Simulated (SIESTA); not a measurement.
The system is ZnS (Wurtzite-4H).

```xyz
8
Lattice="3.8227 0.0000 0.0000 -1.9114 3.3106 0.0000 0.0000 0.0000 12.5200" Properties=species:S:1:pos:R:3 pbc="T T T"
Zn    1.9114    1.1035    9.3900
Zn    0.0000    2.2070    3.1300
Zn    0.0000    0.0000    6.2600
Zn    0.0000    0.0000    0.0000
S     1.9114    1.1035   11.7375
S     0.0000    2.2070    5.4775
S     0.0000    0.0000    8.6075
S     0.0000    0.0000    2.3475
```

Base run:

```yaml
Program: SIESTA 5.4.2
Functional: PBE
Potentials_or_basis: PseudoDojo 0.4 standard (PBE files)
Basis: TZDP (energy shift 0.003 Ry; two zetas on semicore shells)
Grid_cutoff: 800 Ry
Energy_shift: 0.003 Ry
k_mesh: 8 × 8 × 3
Occupations: fermi-dirac, width 0.05 eV
Spin: no spin polarisation
```

Its results: band gap on the k mesh 2.43 eV, direct; pressure 1.5 GPa; largest force 0.042 eV/Å.

**Question.** The run is repeated on the same cell with these changes: potentials or basis from PseudoDojo 0.4 standard (PBE files) to SG15 1.2 (PBE files) or PseudoDojo by element; basis from TZDP (energy shift 0.003 Ry; two zetas on semicore shells) to DZP (energy shift 0.003 Ry; two zetas on semicore shells). What comes out?

**Answer.** Band gap on the k mesh 2.47 eV, direct; pressure 2.5 GPa; largest force 0.038 eV/Å.

Caveats: the basis of atomic orbitals isn't converged, which shifts pressures, moduli and gaps; short orbitals over semicore shells can move pressures by several GPa (some runs); the valence orbitals were made in a potential fitted to the semicore shell under them, which widens gaps by tenths of an eV or more (some runs).
